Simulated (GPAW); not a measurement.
# ZnS (Wurtzite-6H) (P6_3mc) in GPAW: ts with revPBE+TS

Aim: the ts of ZnS (Wurtzite-6H) with revPBE+TS.

All numbers are computed with GPAW 26.7.0; they aren't measurements. Logs are shortened: lines on timing, memory, paths and dates and some standing lists are left out, and cuts for length are marked. The log counts tension as positive stress, the text compression.

**1. The structure**

Symmetry: P6_3mc, No. 186, hexagonal system. The conventional cell has a = 3.812 Å, b = 3.812 Å, c = 18.690 Å, α = 90.00°, β = 90.00°, γ = 120.00°. Zn (site symmetry 3m) has 4 S at 2.33 to 2.34 Å as nearest neighbours. Zn (site symmetry 3m) is surrounded by 4 S at 2.33 to 2.34 Å. Zn (site symmetry 3m) is surrounded by 4 S at 2.33 to 2.34 Å. Around S (site symmetry 3m) lie 4 Zn at 2.33 to 2.34 Å. S (site symmetry 3m) is surrounded by 4 Zn at 2.33 to 2.34 Å. Around S (site symmetry 3m) lie 4 Zn at 2.33 to 2.34 Å.

**2. Ts, revPBE+TS**

Contents of run.py:

```python
from ase import Atoms
from ase.calculators.vdwcorrection import vdWTkatchenko09prl
from ase.dft.bandgap import bandgap
from ase.io import write
from gpaw import GPAW
from gpaw.analyse.hirshfeld import HirshfeldPartitioning
from gpaw.analyse.vdwradii import vdWradii
from gpaw.mpi import world

atoms = Atoms(['Zn', 'Zn', 'Zn', 'Zn', 'Zn', 'Zn', 'S', 'S', 'S', 'S', 'S', 'S'],
              cell=[[3.812, 0.0, 0.0],
                    [-1.906, 3.3012888392, 0.0],
                    [0.0, 0.0, 18.68999]],
              scaled_positions=[[0.3333333333, 0.6666666667, 0.83333],
                                [0.6666666667, 0.3333333333, 0.33333],
                                [0.6666666667, 0.3333333333, 0.66667],
                                [0.3333333333, 0.6666666667, 0.16667],
                                [0.0, 0.0, 0.5],
                                [0.0, 0.0, 0.0],
                                [0.3333333333, 0.6666666667, 0.95833],
                                [0.6666666667, 0.3333333333, 0.45833],
                                [0.6666666667, 0.3333333333, 0.79167],
                                [0.3333333333, 0.6666666667, 0.29167],
                                [0.0, 0.0, 0.625],
                                [0.0, 0.0, 0.125]],
              pbc=True)

calc = GPAW(mode='lcao',
            h=0.16,
            basis='dzp',
            xc='revPBE',
            kpts={'size': (8, 8, 2), 'gamma': True},
            occupations={'name': 'fermi-dirac', 'width': 0.05},
            convergence={'density': 1e-05, 'energy': 1e-05},
            maxiter=75,
            legacy_gpaw=True,
            txt='gpaw.txt')
atoms.calc = calc
energy = atoms.get_potential_energy()
forces = atoms.get_forces()
calc.write('gs.gpw')
write('result.traj', atoms)
print(f'Energy: {energy:.6f} eV')
print('Forces (eV/A):')
print(forces.round(4))
print('Fermi level:', round(calc.get_fermi_level(), 4), 'eV')
print(f'Gap: {bandgap(calc)[0]:.4f} eV, direct: {bandgap(calc, direct=True)[0]:.4f} eV')

hirshfeld = HirshfeldPartitioning(calc)
print('Hirshfeld volume ratios:', *hirshfeld.get_effective_volume_ratios().round(4))
atoms.calc = vdWTkatchenko09prl(hirshfeld, vdWradii(atoms.get_chemical_symbols(), 'PBE', world=world), Rmax=15.0, txt='-')
total = atoms.get_potential_energy()
print(f'Energy with TS dispersion: {total:.6f} eV, dispersion {total - energy:.6f} eV')
print('Forces with TS dispersion:', *atoms.get_forces().round(5).ravel())
```

Potentials or basis: the program's PAW data sets (release 1.2.1) made for this functional, lcao:dzp.

Run with:

```
$ OMP_NUM_THREADS=1 python run.py
```

gpaw.txt:

```text
___ ___ ___ _ _ _
 |   |   |_  | | | |
 | | | | | . | | | |
 |__ |  _|___|_____|  26.7.0
 |___|_|

Input parameters:
  basis: dzp
  convergence: {density: 1e-05,
                energy: 1e-05}
  h: 0.16
  kpts: {gamma: True,
         size: (8, 8, 2)}
  maxiter: 75
  mode: lcao
  occupations: {name: fermi-dirac,
                width: 0.05}
  xc: revPBE

System changes: positions, numbers, cell, pbc, initial_charges, initial_magmoms

Initialize ...

species:
  Zn:
    name:    Zinc
    Z:       30.0
    valence: 12
    core:    18
    charge:  0.0  # [|e|]
    compensation charges:
      type: gauss
      rc: 0.37  # [Å]
      lmax: 2
    cutoffs:
      filter: 2.14  # [Å]
      core: 2.28  # [Å]
    projectors
    | kind |    occ | energy [eV] | rcut [Å] |
    |------|--------|-------------|----------|
    |   4s |  2.000 |      -5.896 |    1.286 |
    |   4p |  0.000 |      -1.089 |    1.270 |
    |   3d | 10.000 |     -10.079 |    1.180 |
    |    s |        |      21.315 |    1.286 |
    |    p |        |      26.122 |    1.270 |
    |    d |        |      17.133 |    1.180 |

    LCAO basis set for Zn:
      Name: dzp
      File: <dir>
      Number of radial functions: 7
      Number of spherical harmonics: 21
        l=0, rc=8.1562 Bohr: 4s-sz confined orbital
        l=1, rc=12.4062 Bohr: 4p-sz confined orbital
        l=2, rc=4.3594 Bohr: 3d-sz confined orbital
        l=0, rc=4.7188 Bohr: 4s-dz split-valence wave
        l=1, rc=7.4844 Bohr: 4p-dz split-valence wave
        l=2, rc=2.8125 Bohr: 3d-dz split-valence wave
        l=1, rc=8.1562 Bohr: p-type Gaussian polarization
      Number of RI-basis functions 0

  S:
    name:    Sulfur
    Z:       16.0
    valence: 6
    core:    10
    charge:  0.0  # [|e|]
    compensation charges:
      type: gauss
      rc: 0.24  # [Å]
      lmax: 2
    cutoffs:
      filter: 1.77  # [Å]
      core: 1.66  # [Å]
    projectors
    | kind |    occ | energy [eV] | rcut [Å] |
    |------|--------|-------------|----------|
    |   3s |  2.000 |     -17.230 |    0.974 |
    |   3p |  4.000 |      -6.978 |    0.979 |
    |    s |        |       9.981 |    0.974 |
    |    p |        |      20.234 |    0.979 |
    |    d |        |       0.000 |    0.900 |

    LCAO basis set for S:
      Name: dzp
      File: <dir>
      Number of radial functions: 5
      Number of spherical harmonics: 13
        l=0, rc=5.5156 Bohr: 3s-sz confined orbital
        l=1, rc=6.9375 Bohr: 3p-sz confined orbital
        l=0, rc=3.0469 Bohr: 3s-dz split-valence wave
        l=1, rc=3.9375 Bohr: 3p-dz split-valence wave
        l=2, rc=6.9375 Bohr: d-type Gaussian polarization
      Number of RI-basis functions 0

Reference energy: -358355.324491  # eV

Spin-paired calculation

Convergence criteria:
 Maximum [total energy] change in last 3 cyles: 1e-05 eV / valence electron
 Maximum integral of absolute [dens]ity change: 1e-05 electrons / valence electron
 Maximum integral of absolute [eigenst]ate change: 4e-08 eV^2 / valence electron
 Maximum number of scf [iter]ations: 75
 (Square brackets indicate name in SCF output, whereas a 'c' in
 the SCF output indicates the quantity has converged.)

Symmetries present (total): 6

  ( 1  1  0)  ( 1  0  0)  ( 0  1  0)  ( 0 -1  0)  (-1  0  0)  (-1 -1  0)
  ( 0 -1  0)  ( 0  1  0)  (-1 -1  0)  (-1  0  0)  ( 1  1  0)  ( 1  0  0)
  ( 0  0  1)  ( 0  0  1)  ( 0  0  1)  ( 0  0  1)  ( 0  0  1)  ( 0  0  1)

128 k-points: 8 x 8 x 2 Monkhorst-Pack grid + [1/16,1/16,1/4]
20 k-points in the irreducible part of the Brillouin zone
       k-points in crystal coordinates                weights
   0:     0.00000000    0.00000000    0.00000000          1/128
   1:     0.00000000    0.00000000    0.50000000          1/128
   2:     0.12500000    0.00000000    0.00000000          6/128
   3:     0.12500000    0.00000000    0.50000000          6/128
   4:     0.25000000   -0.12500000    0.00000000          6/128
   5:     0.25000000   -0.12500000    0.50000000          6/128
   6:     0.25000000    0.00000000    0.00000000          6/128
   7:     0.25000000    0.00000000    0.50000000          6/128
   8:     0.37500000   -0.12500000    0.00000000         12/128
   9:     0.37500000   -0.12500000    0.50000000         12/128
          ...
  19:     0.50000000    0.50000000    0.50000000          3/128

Wave functions: LCAO
  Diagonalizer: Serial LAPACK
  Atomic Correction: dense with blas
  Data-type: complex

Occupation numbers: Fermi-Dirac:
  width: 0.0500  # eV

Eigensolver
   LCAO using direct dense diagonalizer

Densities:
  Coarse grid: 20*20*116 grid
  Fine grid: 40*40*232 grid
  Total Charge: 0.000000

Density mixing:
  Method: separate
  Backend: msr1
  Linear mixing parameter: 0.05
  old densities: 10
  Width of damping distribution: 1.1
  Damping of long wavelength oscillations: 20

Hamiltonian:
  XC and Coulomb potentials evaluated on a 40*40*232 grid
  Using the revPBE Exchange-Correlation functional
  Interpolation: tri-quintic (5. degree polynomial)
  Poisson solver: FastPoissonSolver using
    Stencil: 8*3+1=25 point O(h^6) finite-difference Laplacian
    FFT axes: [np.int64(0), np.int64(1), np.int64(2)]
    FST axes: []

XC parameters: revPBE with 2 nearest neighbor stencil

Number of atoms: 12
Number of atomic orbitals: 204
Number of bands in calculation: 69
Number of valence electrons: 108
Bands to converge: occupied

... initialized

Initializing position-dependent things.

Density initialized from atomic densities

         S

         Zn
             S

             Zn

       S

       Zn    S

         S   Zn

         Zn

       S

       Zn

Atomic positions and initial magnetic moments

Positions:
   0 Zn    -0.000000    2.200859   15.574929    ( 0.0000,  0.0000,  0.0000)
   1 Zn     1.906000    1.100430    6.229934    ( 0.0000,  0.0000,  0.0000)
   2 Zn     1.906000    1.100430   12.460056    ( 0.0000,  0.0000,  0.0000)
   3 Zn    -0.000000    2.200859    3.115061    ( 0.0000,  0.0000,  0.0000)
   4 Zn     0.000000    0.000000    9.344995    ( 0.0000,  0.0000,  0.0000)
   5 Zn     0.000000    0.000000    0.000000    ( 0.0000,  0.0000,  0.0000)
   6 S     -0.000000    2.200859   17.911178    ( 0.0000,  0.0000,  0.0000)
   7 S      1.906000    1.100430    8.566183    ( 0.0000,  0.0000,  0.0000)
   8 S      1.906000    1.100430   14.796304    ( 0.0000,  0.0000,  0.0000)
   9 S     -0.000000    2.200859    5.451309    ( 0.0000,  0.0000,  0.0000)
  10 S      0.000000    0.000000   11.681244    ( 0.0000,  0.0000,  0.0000)
  11 S      0.000000    0.000000    2.336249    ( 0.0000,  0.0000,  0.0000)

Unit cell:
           periodic     x           y           z      points  spacing
  1. axis:    yes    3.812000    0.000000    0.000000    20     0.1651
  2. axis:    yes   -1.906000    3.301289    0.000000    20     0.1651
  3. axis:    yes    0.000000    0.000000   18.689990   116     0.1611

  Lengths:   3.812000   3.812000  18.689990
  Angles:   90.000000  90.000000 120.000000

Effective grid spacing dv^(1/3) = 0.1718

iter:   1   -35.260650        c
iter:   2   -34.992574        c -1.31
iter:   3   -34.370093        c -1.34
iter:   4   -34.381642        c -1.94
iter:   5   -34.381100        c -2.83
iter:   6   -34.381111c       c -3.43
iter:   7   -34.381111c       c -3.78
iter:   8   -34.381110c       c -4.61
iter:   9   -34.381110c       c -4.92
iter:  10   -34.381110c       c -5.86c

Converged after 10 iterations.

Dipole moment: (-1.890511, -3.274462, 9.032888) |e|*Ang

Energy contributions relative to reference atoms: (reference = -358355.324491)

Kinetic:        +67.360521
Potential:      -53.427510
External:        +0.000000
XC:             -48.904167
Entropy (-ST):   -0.000000
Local:           +0.590046
SIC:             +0.000000
--------------------------
Free energy:    -34.381110
Extrapolated:   -34.381110

Showing only first 2 kpts
 Kpt  Band  Eigenvalues  Occupancy
  0    52      3.96054    2.00000
  0    53      3.96099    2.00000
  0    54      6.21054    0.00000
  0    55      7.26319    0.00000

  1    52      3.89175    2.00000
  1    53      3.89175    2.00000
  1    54      6.67789    0.00000
  1    55      6.67789    0.00000

Fermi level: 5.03879

Gap: 2.250 eV
Transition (v -> c):
  (s=0, k=0, n=53, [0.00, 0.00, 0.00]) -> (s=0, k=0, n=54, [0.00, 0.00, 0.00])
No difference between direct/indirect transitions

Forces in eV/Ang:
  0 Zn   -0.00000   -0.00000   -0.01021
  1 Zn   -0.00000    0.00000   -0.01021
  2 Zn   -0.00000   -0.00000    0.01663
  3 Zn    0.00000    0.00000    0.01663
  4 Zn    0.00000    0.00000    0.00407
  5 Zn    0.00000   -0.00000    0.00407
  6 S     0.00000    0.00000   -0.09125
  7 S     0.00000   -0.00000   -0.09125
  8 S     0.00000    0.00000    0.05583
  9 S     0.00000   -0.00000    0.05583
 10 S     0.00000    0.00000    0.02441
 11 S     0.00000   -0.00000    0.02441

Writing to gs.gpw (mode='')
```

It took 8.9 min on 1 thread of Arm Neoverse V1, shared host; peak memory 0.92 GiB.

What came out:

```
Free energy                : -45.2334 eV
Largest force              : 0.081 eV/Å
Band gap on the k mesh     : 2.25 eV, direct
Dispersion energy per atom : -0.904 eV
```

Forces on the atoms (eV/Å):
```
Zn   0.000  0.000 -0.007
Zn   0.000  0.000 -0.007
Zn   0.000  0.000  0.007
Zn   0.000  0.000  0.007
Zn   0.000  0.000  0.008
Zn   0.000  0.000  0.008
S    0.000  0.000 -0.081
S    0.000  0.000 -0.081
S    0.000  0.000  0.053
S    0.000  0.000  0.053
S    0.000  0.000  0.020
S    0.000  0.000  0.020
```

Caveat: the real-space grid adds noise to forces; with rounded positions the older calculator's symmetry can spoil forces and stress; the cell's inner coordinates are idealised or old, which leaves forces on the atoms; the basis of atomic orbitals isn't converged, which shifts pressures, moduli and gaps.
